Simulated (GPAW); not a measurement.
# SiC (Moissanite 6H) (P6_3mc) in GPAW: equation of state

Aim: energy against volume of SiC (Moissanite 6H) in PBE, for its equilibrium volume and stiffness.

All numbers are computed with GPAW 26.7.0; they aren't measurements. Logs are shortened: lines on timing, memory, paths and dates and some standing lists are left out, and cuts for length are marked. The log counts tension as positive stress, the text compression.

### Step 1. The structure

Symmetry: P6_3mc, No. 186, hexagonal system. The conventional cell has a = 3.095 Å, b = 3.095 Å, c = 15.170 Å, α = 90.00°, β = 90.00°, γ = 120.00°. Around Si (site symmetry 3m) lie 4 C at 1.90 Å. Si (site symmetry 3m) has 4 C at 1.90 Å as nearest neighbours. Around Si (site symmetry 3m) lie 4 C at 1.90 Å. C (site symmetry 3m) has 4 Si at 1.90 Å as nearest neighbours. C (site symmetry 3m) is surrounded by 4 Si at 1.90 Å. C (site symmetry 3m) has 4 Si at 1.90 Å as nearest neighbours.

### Step 2. Equation of state, PBE

File run.py:

```python
from ase import Atoms
from ase.eos import EquationOfState
from ase.io import Trajectory
from ase.units import GPa
from ase.parallel import parprint
from gpaw import GPAW, PW

atoms = Atoms(['Si', 'Si', 'Si', 'Si', 'Si', 'Si', 'C', 'C', 'C', 'C', 'C', 'C'],
              cell=[[3.095, 0.0, 0.0],
                    [-1.5475, 2.6803486247, 0.0],
                    [0.0, 0.0, 15.17]],
              scaled_positions=[[0.6666666667, 0.3333333333, 0.4583],
                                [0.3333333333, 0.6666666667, 0.9583],
                                [0.6666666667, 0.3333333333, 0.7917],
                                [0.3333333333, 0.6666666667, 0.2917],
                                [0.0, 0.0, 0.625],
                                [0.0, 0.0, 0.125],
                                [0.6666666667, 0.3333333333, 0.3333],
                                [0.3333333333, 0.6666666667, 0.8333],
                                [0.6666666667, 0.3333333333, 0.6667],
                                [0.3333333333, 0.6666666667, 0.1667],
                                [0.0, 0.0, 0.5],
                                [0.0, 0.0, 0.0]],
              pbc=True)

traj = Trajectory('eos.traj', 'w')
volumes, energies = [], []
for x in [0.94, 0.96, 0.98, 1.0, 1.02, 1.04, 1.06]:
    a = atoms.copy()
    a.set_cell(atoms.cell * x**(1 / 3), scale_atoms=True)
    calc = GPAW(mode=PW(800),
                xc='PBE',
                kpts={'size': (10, 10, 2), 'gamma': True},
                occupations={'name': 'fermi-dirac', 'width': 0.05},
                nbands=46,
                convergence={'density': 1e-05, 'energy': 1e-05},
                maxiter=150,
                txt=f'eos-{x:.2f}.txt')
    a.calc = calc
    energies.append(a.get_potential_energy(force_consistent=True))
    volumes.append(a.get_volume())
    p = -a.get_stress()[:3].mean() / GPa
    calc.write(f'eos-{x:.2f}.gpw')
    traj.write(a)
    parprint(f'{x:.2f} {volumes[-1]:10.4f} A^3 {energies[-1]:14.6f} eV {p:9.3f} GPa', flush=True)

v0, e0, B = EquationOfState(volumes, energies, eos='birchmurnaghan').fit()
parprint(f'V0 = {v0:.4f} A^3, E0 = {e0:.6f} eV, B0 = {B / GPa:.2f} GPa')
```

Potentials or basis: GPAW PAW data sets (gpaw-data 1.2.1), pw.

Launch:

```
$ OMP_NUM_THREADS=1 mpirun -n 4 gpaw python run.py
```

Log:

```text
__  _  _
 | _ |_)|_||  |
 |__||  | ||/\| - 26.7.0

Input parameters:
  mode=PW(ecut=800.0),
  convergence={'density': 1e-05, 'energy': 1e-05},
  kpts=MonkhorstPack(size=(10, 10, 2), gamma=True),
  maxiter=150,
  nbands=46,
  occupations=Occupations(name='fermi-dirac', width=0.05),
  xc=XC(name='PBE')

Diagonalizing LCAO Hamiltonian
Converting LCAO to pw mode

         Si

         C
            Si

            C
       Si

       C    Si

         Si C

         C

       Si

       C

Atoms  # Å, Bohr magnetons
|    | symbol |         x |        y |         z |    initial magnetic moments |
|----|--------|-----------|----------|-----------|-----------------------------|
|  0 |     Si |  1.515910 | 0.875211 |  6.810485 | ( 0.0000,  0.0000,  0.0000) |
|  1 |     Si | -0.000000 | 1.750422 | 14.240646 | ( 0.0000,  0.0000,  0.0000) |
|  2 |     Si |  1.515910 | 0.875211 | 11.764916 | ( 0.0000,  0.0000,  0.0000) |
|  3 |     Si | -0.000000 | 1.750422 |  4.334756 | ( 0.0000,  0.0000,  0.0000) |
|  4 |     Si |  0.000000 | 0.000000 |  9.287701 | ( 0.0000,  0.0000,  0.0000) |
|  5 |     Si |  0.000000 | 0.000000 |  1.857540 | ( 0.0000,  0.0000,  0.0000) |
|  6 |      C |  1.515910 | 0.875211 |  4.952945 | ( 0.0000,  0.0000,  0.0000) |
|  7 |      C | -0.000000 | 1.750422 | 12.383106 | ( 0.0000,  0.0000,  0.0000) |
|  8 |      C |  1.515910 | 0.875211 |  9.907376 | ( 0.0000,  0.0000,  0.0000) |
|  9 |      C | -0.000000 | 1.750422 |  2.477216 | ( 0.0000,  0.0000,  0.0000) |
| 10 |      C |  0.000000 | 0.000000 |  7.430161 | ( 0.0000,  0.0000,  0.0000) |
| 11 |      C |  0.000000 | 0.000000 |  0.000000 | ( 0.0000,  0.0000,  0.0000) |

Unit cell  # Å
| periodic |         x |        y |         z |   lengths |     angles |
|----------|-----------|----------|-----------|-----------|------------|
|      yes |  3.031819 | 0.000000 |  0.000000 |  3.031819 |  90.000000 |
|      yes | -1.515910 | 2.625632 |  0.000000 |  3.031819 |  90.000000 |
|      yes |  0.000000 | 0.000000 | 14.860321 | 14.860321 | 120.000000 |

Number of symmetries: 6
Symmetry operations  # r_c * U_cc + t_c -> r_c
|   | kind |            matrix            |
|---|------|------------------------------|
| 0 |  σ   |  1, 1, 0,  0,-1, 0,  0, 0, 1 |
| 1 |  E   |  1, 0, 0,  0, 1, 0,  0, 0, 1 |
| 2 |  C3  |  0, 1, 0, -1,-1, 0,  0, 0, 1 |
| 3 |  σ   |  0,-1, 0, -1, 0, 0,  0, 0, 1 |
| 4 |  σ   | -1, 0, 0,  1, 1, 0,  0, 0, 1 |
| 5 |  C3  | -1,-1, 0,  1, 0, 0,  0, 0, 1 |

BZ-sampling:
  Number of BZ points: 200
  Number of IBZ points: 28

  Monkhorst-Pack size: [10, 10, 2]
  Monkhorst-Pack shift: [0.05, 0.05, 0.25]

K-points  # in reciprocal-cell coordinates
|     |                                coordinates |     weight |
|-----|--------------------------------------------|------------|
|   0 | (  0.00000000,   0.00000000,   0.00000000) | 0.00500000 |
|   1 | (  0.00000000,   0.00000000,   0.50000000) | 0.00500000 |
|   2 | (  0.10000000,   0.00000000,   0.00000000) | 0.03000000 |
|   3 | (  0.10000000,   0.00000000,   0.50000000) | 0.03000000 |
|   4 | (  0.20000000,  -0.10000000,   0.00000000) | 0.03000000 |
|   5 | (  0.20000000,  -0.10000000,   0.50000000) | 0.03000000 |
|   6 | (  0.20000000,   0.00000000,   0.00000000) | 0.03000000 |
|   7 | (  0.20000000,   0.00000000,   0.50000000) | 0.03000000 |
|   8 | (  0.30000000,  -0.10000000,   0.00000000) | 0.06000000 |
|   9 | (  0.30000000,  -0.10000000,   0.50000000) | 0.06000000 |
| ... |                                            |            |
|  27 | (  0.50000000,   0.50000000,   0.50000000) | 0.01500000 |

Plane wave coefficients: 6116
Cutoff: 800.0 eV

Spin-components: 1 (collinear spins)
Bands:           46
Projectors:      60
Spin-degeneracy: 2
Datatype:        complex128

Parallelization:
  kpt:    4
  domain: 1
  band:   1

Density:
  Valence electrons: 48.0
  Components: 1
  Grid points: [20 20 98]
  Charge: 0.0  # |e|

Potential:
  Grid points: [20 20 98]

species:
  Si:
    name:    Silicon
    Z:       14.0
    valence: 4
    core:    10
    charge:  0.0  # [|e|]
    compensation charges:
      type: gauss
      rc: 0.33  # [Å]
      lmax: 2
    cutoffs:
      filter: 1.86  # [Å]
      core: 2.06  # [Å]
    projectors
    | kind |    occ | energy [eV] | rcut [Å] |
    |------|--------|-------------|----------|
    |   3s |  2.000 |     -10.812 |    1.058 |
    |   3p |  2.000 |      -4.081 |    1.058 |
    |    s |        |      16.399 |    1.058 |
    |    p |        |      23.130 |    1.058 |
    |    d |        |       0.000 |    1.058 |

    Using partial waves for Si as LCAO basis

  C:
    name:    Carbon
    Z:       6.0
    valence: 4
    core:    2
    charge:  0.0  # [|e|]
    compensation charges:
      type: gauss
      rc: 0.20  # [Å]
      lmax: 2
    cutoffs:
      filter: 1.14  # [Å]
      core: 1.14  # [Å]
    projectors
    | kind |    occ | energy [eV] | rcut [Å] |
    |------|--------|-------------|----------|
    |   2s |  2.000 |     -13.751 |    0.635 |
    |   2p |  2.000 |      -5.284 |    0.635 |
    |    s |        |      13.461 |    0.635 |
    |    p |        |      21.927 |    0.635 |
    |    d |        |       0.000 |    0.635 |

    Using partial waves for C as LCAO basis

Reference energy: -53483.834194  # eV

eigensolver:
  PPCG
  Converge bands: occupied
  niter=2

density mixing:
  MSR1-Mixer
  Pratt-step length: 0.05
  Maximum mixing coefficient: 0.75
  Old densities: 10
  SVD Regularization: 0.005
  Good broyden scale: 1.0
  Trust region scale: 1.0
  Backstep threshold: 4.0
  History deletion threshold: 6.0
  Fourier metric: weight=20.0, sigma=0.015

occupation numbers:
  Fermi-Dirac:
    width: 0.0500  # eV

poisson solver:
  ecut: 6400.0  # eV

xc functional:
  name: PBE with 2 nearest neighbor stencil

convergence criteria:
- Maximum integral of absolute [dens]ity change: 1e-05 electrons / valence electron
- Maximum [total energy] change in last 3 cyles: 1e-05 eV / valence electron
- Maximum integral of absolute [eigenst]ate change: 4e-08 eV^2 / valence electron
maximum number of iterations: 150

SCF iterations
|iter     | |      energy | eigst |  dens |
|---------|-|-------------|-------|-------|
|iter:   1| |  -99.759765 | -0.11 |       |
|iter:   2| |  -97.621333 | -2.09 | -0.57 |
|iter:   3| |  -90.178800 | -0.26 | -0.60 |
|iter:   4| |  -89.474539 | -1.46 | -1.17 |
|iter:   5| |  -89.514932 | -2.60 | -1.54 |
|iter:   6| |  -89.501196 | -3.40 | -2.14 |
|iter:   7| |  -89.501456 | -4.84 | -2.61 |
|iter:   8| |  -89.501514c| -5.86 | -3.07 |
|iter:   9| |  -89.501516c| -7.02 | -3.80 |
|iter:  10| |  -89.501516c| -7.80c| -4.26 |
|iter:  11| |  -89.501516c| -7.59c| -4.51 |
|iter:  12| |  -89.501516c| -8.83c| -5.51c|

Converged in 12 steps
Energy contributions relative to reference atoms: (reference = -53483.834194)

Energy contributions:
  Kinetic:         128.045888
  Coulomb:        -105.522786
  Zero:             -0.117574
  External:          0.000000
  Xc:             -111.907044
  Entropy:          -0.000000
  Spinorbit:         0.000000
  ----------------------------
  Free energy:     -89.501516
  Extrapolated:    -89.501516

dipole moment: (-12.536082, -21.713131, -17.438981)  # |e|*Ang

Fermi level: 9.832
Eigenvalues  # (at kpt = [0.000, 0.000, 0.000])
| band index |      eig [eV] | occ [0-2] |
|------------|---------------|-----------|
|          0 |        -7.000 |     2.000 |
|        ... |               |           |
|         16 |         7.996 |     2.000 |
|         17 |         8.463 |     2.000 |
|         18 |         8.463 |     2.000 |
|         19 |         8.559 |     2.000 |
|         20 |         8.559 |     2.000 |
|         21 |         8.814 |     2.000 |
[... 8 lines left out ...]
|         30 |        16.020 |     0.000 |
|         31 |        16.020 |     0.000 |
|        ... |               |           |
|         45 |        18.859 |     0.000 |

Gap: 1.998 eV
Transition (v -> c):
  (s=0, k=0, n=23, [0.00, 0.00, 0.00]) -> (s=0, k=26, n=24, [0.50, 0.50, 0.00])
Direct/indirect transitions are different
Direct gap: 3.109 eV
Transition at: (s=0, k=26, n=23, [0.50, 0.50, 0.00])

Stress tensor  # eV/Ang^3
|         x |         y |         z |
|-----------|-----------|-----------|
| -0.102391 | -0.000000 |  0.000000 |
|  0.000000 | -0.102391 |  0.000000 |
|  0.000000 |  0.000000 | -0.107623 |

# Writing to eos-0.94.gpw (mode='')
```

Run time: 3.5 min. Hardware: 4 MPI ranks of INTEL XEON PLATINUM 8581C at 2.30GHz (Emerald Rapids), shared host; peak memory 0.59 GiB.

Results:

```yaml
Equilibrium_volume: 10.57 Å³/atom
Bulk_modulus_at_fixed_shape_and_positions: 212 GPa
Pressure_derivative_of_the_bulk_modulus: 3.9
```

Energy against volume, from the lowest point:
| volume (Å³/atom) | energy (meV/atom) |
| --- | --- |
| 9.858 | 35.02 |
| 10.068 | 16.59 |
| 10.277 | 5.13 |
| 10.487 | 0.00 |
| 10.697 | 0.62 |
| 10.907 | 6.43 |
| 11.116 | 16.95 |

Caveat: the cell was scaled at fixed shape and fractional positions, which overstates the stiffness of a crystal with free parameters, most of all of layers and chains.
